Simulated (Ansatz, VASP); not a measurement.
## InGaAs2 in two plane-wave programs

Wanted: the spread between two codes on one cell, functional and k mesh. The two relaxations start from unlike cells of this crystal (the structure described is Ansatz's start), so only their ends are compared.

Program: Ansatz 0.2.0. Level of theory: plane waves, with VASP 6.6.1 beside it; relaxation of cell and atoms at LDA. Results are calculated unless marked as measured.

### Step 1. The starting structure

The cell holds 16 atoms: 4 In, 8 As and 4 Ga. Its edges and angles: a = 4.133 Å, b = 4.133 Å, c = 23.404 Å, α = 90.0°, β = 90.0°, γ = 90.0°. It derives from InAs. The structure's axis is c.

### Step 2. Ansatz: relaxation of cell and atoms, LDA

Ansatz runs on its default PAW (the set named soft_2) files.

The relaxed volume is the usual yardstick between codes: in a stiff, nearly cubic crystal its relative difference is about their pressure difference at one cell divided by the bulk modulus.

input.yaml

```yaml
crystal:
  lattice:
    - [4.13293307, 0.0, 0.0]
    - [0.0, 4.13293307, 0.0]
    - [0.0, 0.0, 23.4044054817]
  atoms:
    - { symbol: In, position: [0.0, 0.0, 0.0292081836] }
    - { symbol: As, position: [0.5, 0.0, 0.0957918164] }
    - { symbol: In, position: [0.5, 0.5, 0.1623754493] }
    - { symbol: As, position: [0.0, 0.5, 0.2289590822] }
    - { symbol: In, position: [0.0, 0.0, 0.2955427151] }
    - { symbol: As, position: [0.5, 0.0, 0.362126348] }
    - { symbol: In, position: [0.5, 0.5, 0.4287099809] }
    - { symbol: As, position: [0.0, 0.5, 0.4952936138] }
    - { symbol: Ga, position: [0.0, 0.0, 0.5618772467] }
    - { symbol: As, position: [0.5, 0.0, 0.6202936138] }
    - { symbol: Ga, position: [0.5, 0.5, 0.6787099809] }
    - { symbol: As, position: [0.0, 0.5, 0.737126348] }
    - { symbol: Ga, position: [0.0, 0.0, 0.7955427151] }
    - { symbol: As, position: [0.5, 0.0, 0.8539590822] }
    - { symbol: Ga, position: [0.5, 0.5, 0.9123754493] }
    - { symbol: As, position: [0.0, 0.5, 0.9707918164] }
kpoints:
  mp_grid: { grid: [6, 6, 2] }
hamiltonian:
  xc: lda
scf:
  occupations: { method: fermi_dirac, width: 0.02 }
relax:
  f_tol: 0.015
  max_steps: 100
  cell: {}
output:
  write_density: true
  write_potential: true
  elf: true
  volumetric_format: npy
```

Run with:

```
ansatz run input.yaml --threads 3 --pin off --max-ram 92160MiB --backend cuda --devices 1 --max-vram 13GiB --events-out ev --progress --plain --runs-dir out
```

Numbers of over 12 decimals in the logs are rounded to 6 here.

Log:

```text
GPUs: using 1 of 1 available (devices: 1).
Engine: ansatz 0.2.0, x86_64-unknown-linux-gnu
Pseudopotentials: kind: paw
Pseudopotential: In, paw, valence charge 13, recommended cutoff 420 eV (normal), In.paw.azcp
Pseudopotential: As, paw, valence charge 15, recommended cutoff 420 eV (normal), As.paw.azcp
Pseudopotential: Ga, paw, valence charge 13, recommended cutoff 420 eV (normal), Ga.paw.azcp
Functional definition: SPW92
  exchange = slater_x
  correlation = pw_c
device memory: the entry about to start is reckoned to put 6.3 GiB on a device that reports 37.4 GiB free (of which the cap on the GPU budget leaves the run 13.0 GiB)
GPU FFT provider: cuFFT
GPU libraries: cuBLAS 13.8.2, cuFFT 12.4.0, cuSOLVER 12.3.4
Crystal: 16 atoms, lattice volume = 399.774 Å³
Basis set: ecut = 420 eV, 7767 PW (Γ)
Bands: 135, of which v1, the nominal top of the filled ones, is band 112 counted from 1 (111 counted from 0)
Symmetry: 4 space group operations
Space group: Pmm2 (ITA 25), of the structure as read, at distance tolerance 7.4e-5 Å
k-points: 32 of 72
Non-local potential: In, projectors of the file, l = 0: 2, l = 1: 2, l = 2: 2, l = 3: 2
Non-local potential: As, projectors of the file, l = 0: 2, l = 1: 2, l = 2: 3, l = 3: 1
Non-local potential: Ga, projectors of the file, l = 0: 2, l = 1: 2, l = 2: 3, l = 3: 1
PAW form: soft (Blöchl's): semilocal exchange-correlation on the pseudo side does not see the compensation charge
PAW frozen core: In, regenerated for the run's functional, and the local potential with it (the file was generated under x = pbe(κ = 0.804, μ = 0.219515), c = pbe(β = 0.066725))
PAW frozen core: As, regenerated for the run's functional, and the local potential with it (the file was generated under x = pbe(κ = 0.804, μ = 0.219515), c = pbe(β = 0.066725))
PAW frozen core: Ga, regenerated for the run's functional, and the local potential with it (the file was generated under x = pbe(κ = 0.804, μ = 0.219515), c = pbe(β = 0.066725))
PAW one-centre angular grid: In, 590 points (default); XC on 64 Gauss nodes
PAW one-centre angular grid: As, 590 points (default); XC on 64 Gauss nodes
PAW one-centre angular grid: Ga, 590 points (default); XC on 64 Gauss nodes
Initial density: superposition of atomic densities (neutral atoms: chi_scale 0, normalization atom), corrected by the library's trained network
Initial wavefunctions: pseudopotential atomic-orbital guess
GPU buffer pool allocated for 144000 grid points (all kernels)
GPU transforms: local potential and band sums: pruned to the plane-wave sphere, on 27×27×160
Functional: x = slater, c = lda
SCF iter   1: F=—  HF=-74849.546048 eV  |F-HF|=—  |Δ(HF+E_count)|=         —  Δρ=6.23e-3  dr2=1.25e-1  ethr=1.77e-3  ⟨swp⟩=6.0  Hψ=16341  notcnv=0  defer=16
preconditioner: auto → LDOS  [metal: Δε(μ)=0.009 eV  Ē_g=14.148 eV  σ=0.020 eV  W_gap=0.11  n_scr=114 (ndim 8)  ℏωp=22.3 eV  f_vac=0.093  D(μ)=0.79/eV (n_scr^D=4)  β→1.0]
SCF iter   2: F=—  HF=-74849.529476 eV  |F-HF|=—  |Δ(HF+E_count)|=   1.66e-2  Δρ=3.41e-3  dr2=6.91e-2  ethr=5.60e-5  ⟨swp⟩=3.0  Hψ=9133  notcnv=0  defer=509
SCF iter   3: F=—  HF=-74849.504556 eV  |F-HF|=—  |Δ(HF+E_count)|=   2.49e-2  Δρ=5.21e-4  dr2=3.00e-3  ethr=3.09e-5  ⟨swp⟩=3.0  Hψ=7811  notcnv=0  defer=509
SCF iter   4: F=—  HF=-74849.503241 eV  |F-HF|=—  |Δ(HF+E_count)|=   1.32e-3  Δρ=2.12e-4  dr2=5.82e-4  ethr=1.34e-6  ⟨swp⟩=2.0  Hψ=7582  notcnv=0  defer=509
SCF iter   5: F=—  HF=-74849.502871 eV  |F-HF|=—  |Δ(HF+E_count)|=   3.69e-4  Δρ=4.96e-5  dr2=7.46e-5  ethr=2.60e-7  ⟨swp⟩=2.0  Hψ=6091  notcnv=0  defer=509
SCF iter   6: F=—  HF=-74849.503921 eV  |F-HF|=—  |Δ(HF+E_count)|=   1.05e-3  Δρ=1.28e-5  dr2=1.10e-6  ethr=3.33e-8  ⟨swp⟩=2.0  Hψ=4710  notcnv=0  defer=509
SCF iter   7: F=—  HF=-74849.503921 eV  |F-HF|=—  |Δ(HF+E_count)|=   3.97e-7  Δρ=6.91e-6  dr2=3.53e-7  ethr=4.89e-10  ⟨swp⟩=2.0  Hψ=7423  notcnv=0  defer=509
SCF iter   8: F=-74849.503920 eV  HF=-74849.503920 eV  |F-HF|=2.42e-8  |Δ(HF+E_count)|=   7.22e-8  Δρ=1.62e-6  dr2=2.91e-8  ethr=4.46e-11  ⟨swp⟩=6.0  Hψ=25267  notcnv=0
SCF 1 converged in 8 iterations: F = -74849.503920 eV  dr2 = 2.91e-8
  greatest PAW one-centre occupation: 0.999 electrons in one spin orbital (limit 2), on the As atom at site 15 (counted from 0), in its partial waves of l = 2
relax step   1: F+E_penalty+E_count = -74849.50392045 eV  Δ(F+E_penalty+E_count) = +0.000e0 eV  max|allowed force component| = 1.379e0 eV/Å  Δτ_max = 0.0000 Å  P = -0.644 GPa  Ω = 399.774 Å³  (8 SCF iters, dr2 threshold 1.00e-7 eV, accepted)
device memory: the entry about to start is reckoned to put 5.7 GiB (of the 6.3 GiB reckoned in all, the device holds 0.6 GiB already) on a device that reports 29.5 GiB free (of which the cap on the GPU budget leaves the run 12.5 GiB)
GPU FFT provider: cuFFT
GPU libraries: cuBLAS 13.8.2, cuFFT 12.4.0, cuSOLVER 12.3.4
Crystal: 16 atoms, lattice volume = 393.963 Å³
Basis set: ecut = 420 eV, 7713 PW (Γ)
[...]
SCF converged after 5 iterations
Free energy (F): -74849.792181 eV
Harris-Foulkes:  -74849.792181 eV  (|F-HF|=7.28e-11)
Internal energy: -74849.791207 eV  (E = F + TS)
E sigma→0 (E₀):  -74849.791694 eV
Entropy (-TS):   -0.000973 eV (-0.061 meV/atom)
Fermi energy:    8.031328 eV
--- Per-component energies (eV) ---
  E_band       = -2534.647425
  E_kinetic    = 2277.654631
  E_local      = -30110.194967  (includes V_loc(G=0)·N_el)
  E_nonlocal   = -2134.251803
  E_hartree    = 14885.251783
  E_xc         = -1763.297590
  E_vxc        = -1278.514992  (∫ρ·V_xc dr)
  E_paw        = -37746.221826  (= ΣΔE_a)
  E_vpaw       = -1059.843548  (= ΣTr[D̂ρ^β])
  E_aug_tail   = -0.000374  (compensation charges beyond the density's cutoff)
  E_ewald      = -20283.384967
  E_core_change = 24.653906  (= ΣΔE_core)
  E_smearing   = -0.000973  (= −TS)
  E_closure    = -0.000000  (closes the sum)
  Σ components = -74849.792181   (vs F -74849.792181, Δ=0.00e0)
--- Forces (eV/Å), atoms counted from 1 ---
  atom   1  In     0.00000000     0.00000000    -0.00097183
  atom   2  As     0.00000000     0.00000000    -0.00197955
  atom   3  In     0.00000000     0.00000000     0.00092823
  atom   4  As     0.00000000     0.00000000     0.00011227
  atom   5  In     0.00000000     0.00000000    -0.00085674
  atom   6  As     0.00000000     0.00000000     0.00193003
  atom   7  In     0.00000000     0.00000000     0.00071330
  atom   8  As     0.00000000     0.00000000    -0.00079505
  atom   9  Ga     0.00000000     0.00000000    -0.00328418
  atom  10  As     0.00000000     0.00000000    -0.00046789
  atom  11  Ga     0.00000000     0.00000000    -0.00095190
  atom  12  As     0.00000000     0.00000000     0.00019068
  atom  13  Ga     0.00000000     0.00000000     0.00090787
  atom  14  As     0.00000000     0.00000000     0.00031858
  atom  15  Ga     0.00000000     0.00000000     0.00255866
  atom  16  As     0.00000000     0.00000000     0.00165222
  max |Σ_I F_I| component: 4.72e-6 eV/Å
--- Stress (GPa, compression-positive) ---
       -0.028473       0.000000       0.000000
        0.000000      -0.033817       0.000000
        0.000000       0.000000       0.001055
  P = ⅓ Tr σ = -0.0204 GPa (-0.204 kbar)
--- Band table (eV; the first three rows and the last of 32) ---
  k-point 0: bands = [... 108 lower, 7.4305, 7.9012, 7.9026, 8.0286, 8.0290, 9.0074, 9.0079, 9.4165, ... 19 higher]
  k-point 1: bands = [... 108 lower, 7.6969, 7.6972, 7.9417, 7.9422, 8.8269, 8.9212, 9.0380, 9.0616, ... 19 higher]
  k-point 2: bands = [... 108 lower, 7.4388, 7.4569, 7.5601, 7.9368, 9.2961, 9.3747, 9.4417, 9.5022, ... 19 higher]
  k-point 31: bands = [... 108 lower, 5.3076, 5.3194, 5.3451, 5.3451, 9.5439, 9.5489, 9.6620, 9.6735, ... 19 higher]
--- Relaxed structure (4 steps of the walk, 4 accepted, 1 SCFs on fresh bases) ---
  F+E_penalty+E_count = -74849.79218051 eV   max|allowed force component| = 3.284e-3 eV/Å   (the final SCF, on the basis selected at the relaxed cell)
  cell:  # Å, volume = 393.9450 Å³
    - [4.110162, 0.0, 0.0]
    - [0.0, 4.110397, 0.0]
    - [0.0, 0.0, 23.318089]
  atoms:
    - { symbol: In, position: [0.0, 0.0, 0.031873] }
    - { symbol: As, position: [0.5, 0.0, 0.098891] }
    - { symbol: In, position: [0.5, 0.5, 0.165954] }
    - { symbol: As, position: [0.0, 0.5, 0.233042] }
    - { symbol: In, position: [0.0, 0.0, 0.300126] }
    - { symbol: As, position: [0.5, 0.0, 0.367196] }
    - { symbol: In, position: [0.5, 0.5, 0.434209] }
    - { symbol: As, position: [0.0, 0.5, 0.501755] }
    - { symbol: Ga, position: [0.0, 0.0, 0.559209] }
    - { symbol: As, position: [0.5, 0.0, 0.617218] }
    - { symbol: Ga, position: [0.5, 0.5, 0.675127] }
    - { symbol: As, position: [0.0, 0.5, 0.733044] }
    - { symbol: Ga, position: [0.0, 0.0, 0.790959] }
    - { symbol: As, position: [0.5, 0.0, 0.848872] }
    - { symbol: Ga, position: [0.5, 0.5, 0.906878] }
    - { symbol: As, position: [0.0, 0.5, 0.964331] }
```

In the SCF lines HF is the Harris–Foulkes energy and dr2 the Hartree energy of the density residual, in eV; the loop may stop once dr2 is under the threshold and the program's other checks hold. Hψ counts applications of the Hamiltonian.

[end of part 1 of 2]

[Lines on the potential files, build, host, timing and source positions are cut from VASP's logs without a mark.]

[Logs are printed without paths, hosts, clocks, repeated set-up lines and the standing remarks that a program may print on its own settings, such as how far it seeks lower states.]

[Hosts, paths, dates, database ids (printed as entryN), source tags and the programs' standing remarks are cut or masked in the printed files.]
